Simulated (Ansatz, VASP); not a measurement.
Two plane-wave programs on NbH

The input INCAR:

```
SYSTEM = NbH
  ALGO = Fast
  EDIFF = 1E-6
  ENCUT = 520
  GGA = PS
  ISIF = 2
  ISMEAR = 0
  LASPH = .TRUE.
  LCHARG = .FALSE.
  LREAL = .FALSE.
  LWAVE = .FALSE.
  NBANDS = 14
  NELM = 100
  PREC = Accurate
  SIGMA = 0.15
```

The input KPOINTS:

```
k-points
0
G
  22 22 22
  0 0 0
```

Contents of POSCAR:

```
NbH
1.0
   -1.5810406927      1.5810406927      2.0499050750
    1.5810406927     -1.5810406927      2.0499050750
    1.5810406927      1.5810406927     -2.0499050750
Nb H
1 1
Direct
    0.0000000000      0.0000000000      0.0000000000
    0.5000000000      0.5000000000      0.0000000000
```

Input for Ansatz:

```yaml
crystal:
  lattice:
    - [-1.5810406927, 1.5810406927, 2.049905075]
    - [1.5810406927, -1.5810406927, 2.049905075]
    - [1.5810406927, 1.5810406927, -2.049905075]
  atoms:
    - { symbol: Nb, position: [0.0, 0.0, 0.0] }
    - { symbol: H, position: [0.5, 0.5, 0.0] }
basis:
  ecutwfc: 420
kpoints:
  mp_grid: { grid: [22, 22, 22] }
hamiltonian:
  xc: pbesol
scf:
  occupations: { method: gaussian, width: 0.15 }
output:
  forces: true
  stress: true
  eigenvalues: true
```

Alike in both runs: task single point; functional PBEsol; k mesh 22 × 22 × 22; occupations gaussian, width 0.15 eV; no spin polarisation.

```csv
,VASP,Ansatz
version,VASP 6.6.1,Ansatz 0.2.0
potentials or method,"VASP PAW PBE potentials, release 64 (Nb_sv, H)","scalar-relativistic, plane waves, PAW"
plane-wave cutoff (eV),520,420
valence electrons in the cell,14,14
```

```tsv
	VASP	Ansatz	Ansatz less VASP
gap on the k mesh at the Fermi level (eV)	none	none	-
pressure (GPa)	-8.3	-8.0	+0.38
largest component of the traceless stress (GPa)	1.93	1.93	-0.001
```

A gap of «none» marks a metal or a gap that the smearing closes.

Caveats: the PAW data sets were made with another functional, which shifts forces and pressure a little (VASP).
